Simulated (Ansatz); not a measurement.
**TiSi₂: levels along high-symmetry lines**

```
CELL_PARAMETERS angstrom
0.00000 4.11800 4.26150
2.38650 0.00000 4.26150
2.38650 4.11800 0.00000
ATOMIC_POSITIONS crystal
Ti 0.75000 0.75000 0.75000
Ti 0.50000 0.50000 0.50000
Si 0.08300 0.41700 0.08300
Si 0.41700 0.08300 0.41700
Si 0.16700 0.83300 0.16700
Si 0.83300 0.16700 0.83300
```

Atom numbers follow the list: Ti1, Ti2, Si3, Si4, Si5, Si6.

The conventional cell has a = 4.773 Å, b = 8.236 Å, c = 8.523 Å, α = 90.00°, β = 90.00°, γ = 90.00°. Around Ti (atom 1) lie 10 Si at 2.54 to 2.75 Å. Si (atom 3) has 5 Ti at 2.54 to 2.75 Å and 5 Si at 2.54 to 2.75 Å as nearest neighbours.

The cell is COD entry 1010453, as deposited and not checked against the literature; nothing was relaxed. It is an old determination, and later ones may differ.

These are results of DFT, PBE, all-electron LAPW, scalar-relativistic in Ansatz 0.2.0, not measurements.

Numerical set-up: a Γ-centred 8×8×8 k mesh, Fermi–Dirac smearing of 0.08 eV, basis error target 0.5 meV/atom, no spin polarisation.

Points in fractions of the reciprocal vectors of this cell: Γ (0, 0, 0), Y (0.5, 0, 0.5), T (1, 0.5, 0.5), Z (0.5, 0.5, 0), Σ0 (0, 0.412, 0.412), U0 (1, 0.588, 0.588). The path joins them by straight lines in the order Γ–Y–T–Z–Γ–Σ0–U0–T–Y; legs that retrace an earlier one aren't tabulated. Energies are in eV from the Fermi level.

Q: Is there a gap?

A: none: bands cross the Fermi level, a metal.

Q: List the levels between -8 and 3 eV at the symmetry points.

A: 
Γ: -6.86, -5.72, -5.36, -4.83, -3.85, -3.80, -2.64, -2.25, -1.95, -1.72, -1.51, -0.94, 2.02
Y: -5.54 (×2), -4.71 (×2), -2.43 (×2), -2.41 (×2), -0.86 (×2), 1.26 (×2)
T: -4.72 (×2), -1.29 (×2), -1.27 (×2), -0.66 (×2), 0.92 (×2), 2.28 (×2)
Z: -4.97 (×2), -4.92 (×2), -3.01 (×2), -1.61 (×2), -1.04 (×2), 0.80 (×2)
Σ0: -5.70, -3.50, -2.53, -2.07, -1.38, -0.45, 0.01, 0.08, 0.82, 0.99, 1.82, 2.57
U0: -5.70, -3.50, -2.53, -2.07, -1.38, -0.45, 0.01, 0.08, 0.82, 0.99, 1.82, 2.57
